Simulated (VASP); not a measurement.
# AlN, elastic tensor: which settings are enough?

AlN, P6_3mc (no. 186), 4 atoms in the cell. LDA, elastic tensor by finite differences; PAW potentials Al, N (LDA set). VASP 6.6.1.

Wanted: elastic constants within 1.5 %.

Geometry: relaxed with this functional.

Elastic constants: the values given are C11, C33, C12, C13, C44, C66.

POSCAR:
```
AlN
1.0
    3.0911205670      0.0000000000      0.0000000000
   -1.5455602835      2.6769889372      0.0000000000
    0.0000000000      0.0000000000      4.9474172415
Al N
2 2
Direct
    0.6666666667      0.3333333333      0.4990208370
    0.3333333333      0.6666666667      0.9990208370
    0.6666666667      0.3333333333      0.8809791630
    0.3333333333      0.6666666667      0.3809791630
```

The series start from Plane-wave cutoff (eV): 600; k mesh: 9x9x5; SCF threshold (eV): 1e-7; Precision mode: Accurate; Displacements: NFREE 2, POTIM 0.015; Projectors in real space: False. Each series keeps the choices made before it, and each single choice may use up half of a tolerance.

## Plane-wave cutoff (eV)

| Plane-wave cutoff (eV) | Elastic constants, largest deviation against the largest value | Time (s) |
|---|---|---|
| 400 | 9.8 % | 55 |
| 460 | 2.9 % | 61 |
| 520 | 0.13 % | 70 |
| 600 | 0.54 % | 122 |
| 720 | 0.063 % | 137 |
| 880 (reference) | 0 % | 254 |

## k mesh

| k mesh | Elastic constants, largest deviation against the largest value | Time (s) |
|---|---|---|
| 4x4x3 | 0.44 % | 26 |
| 6x6x3 | 0.088 % | 37 |
| 7x7x4 | 0.025 % | 54 |
| 9x9x5 | 0.025 % | 70 |
| 11x11x6 | 0.0075 % | 179 |
| 14x14x8 (reference) | 0 % | 362 |

## SCF threshold (eV)

| SCF threshold (eV) | Elastic constants, largest deviation against the largest value | Time (s) |
|---|---|---|
| 0.0001 | 2.4 % | 16 |
| 1e-5 | 1.5 % | 15 |
| 1e-6 | 0.18 % | 18 |
| 1e-7 | 0.082 % | 26 |
| 1e-8 (reference) | 0 % | 24 |

## Precision mode

| Precision mode | Elastic constants, largest deviation against the largest value | Time (s) |
|---|---|---|
| Accurate | 0 % | 18 |
| Normal | 0.087 % | 12 |
| Single | 0.16 % | 14 |

## Displacements

| Displacements | Elastic constants, largest deviation against the largest value | Time (s) |
|---|---|---|
| NFREE 2, POTIM 0.015 | 0 % | 12 |
| NFREE 4 | 0.31 % | 22 |
| NFREE 1 | 5.4 % | 6.8 |
| POTIM 0.005 | 1.3 % | 11 |
| POTIM 0.03 | 0.35 % | 13 |

## Projectors in real space

| Projectors in real space | Elastic constants, largest deviation against the largest value | Time (s) |
|---|---|---|
| False | 0 % | 12 |
| Auto | 1.7 % | 14 |

## Question

The rows run from the loosest to the tightest (no order: precision mode, displacements, projectors in real space). For each series: choose the loosest value from which every tighter one stays within half of the tolerance; where there is no order, keep the first row unless others stay within half of the tolerance and take at least 30 % less time, and then take the fastest.

## Answer

- Plane-wave cutoff (eV): 520
- k mesh: 4x4x3
- SCF threshold (eV): 1e-6
- Precision mode: Normal
- Displacements: NFREE 2, POTIM 0.015
- Projectors in real space: False

## All choices together

| Input | Elastic constants, largest deviation against the largest value | Time (s) |
|---|---|---|
| program defaults, KSPACING-like mesh of 0.5 per A (naive) | 16 % | 8.4 |
| chosen settings | 0.47 % | 12 |
| reference settings throughout | 0 % | 894 |

The tolerance is met.

Values of the reference run: Elastic constants: 399.1, 372.6, 145.7, 113.5, 115.9, 126.7 GPa.

## The input

INCAR:
```
  PREC = Normal
  ENCUT = 520
  EDIFF = 1E-6
  ISMEAR = 0
  SIGMA = 0.02
  LREAL = False
  LASPH = True
  ALGO = Normal
  NELM = 120
  LWAVE = False
  LCHARG = False
  GGA = CA
  IBRION = 6
  NFREE = 2
  POTIM = 0.015
  NSW = 1
  ISIF = 3
  KPAR = 4
```

KPOINTS:
```
Automatic mesh
0
Gamma
  4 4 3
  0 0 0
```

Commands:
```
cat potpaw_LDA.64/Al/POTCAR potpaw_LDA.64/N/POTCAR > POTCAR
mpirun -np 4 vasp_std > vasp.out
```

The chosen input took VASP 6.6.1 12 s on 4 cores (Intel Xeon Platinum 8488C (Sapphire Rapids)), a shared host.

## An input that fails: band parallelism (NCORE) with strains that lower the symmetry

VASP's message: VASP internal routines have requested a change of the k-point set. Unfortunately, this is only possible if NPAR=number of nodes. Please remove the tag NPAR from the INCAR file and restart the ….

Changes against the starting input:
```
- KPAR = 4
+ KPAR = 1
+ NCORE = 2
```
